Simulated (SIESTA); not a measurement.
The system is Pb.

```
Pb
1.0
     0.00000    2.47502    2.47502
     2.47502    0.00000    2.47502
     2.47502    2.47502    0.00000
Pb
1
Direct
  0.00000 0.00000 0.00000
```

- Program: SIESTA 5.4.2
- Task: single point
- Functional: PBE
- Potentials or basis: PseudoDojo 0.4 standard (PBE files)
- Basis: DZP (energy shift 0.003 Ry; two zetas on semicore shells)
- Grid cutoff: 500 Ry
- Energy shift: 0.003 Ry
- k mesh: 9 × 9 × 9
- Occupations: fermi-dirac, width 0.05 eV
- Spin: no spin polarisation

On this cell: pressure 2.8 GPa; band gap on the k mesh none (metal or under the smearing width).

The same run follows on a disturbed copy (cell strained at random at fixed volume):

```xyz
1
Lattice="-0.0070 2.4697 2.4484 2.4476 -0.0270 2.4684 2.4538 2.4959 -0.0332" Properties=species:S:1:pos:R:3 pbc="T T T"
Pb    0.0581    0.0106   -0.0133
```

**Question.** What does the disturbed cell give?

**Answer.** The energy (extrapolated to zero smearing) moves by +2.1 meV/atom; pressure 2.8 GPa; band gap on the k mesh none (metal or under the smearing width).

Stress tensor (GPa, compression positive):
```
2.99 0.00 0.17
0.00 2.68 0.76
0.17 0.76 2.83
```

Caveats: the basis of atomic orbitals isn't converged, which shifts pressures, moduli and gaps.
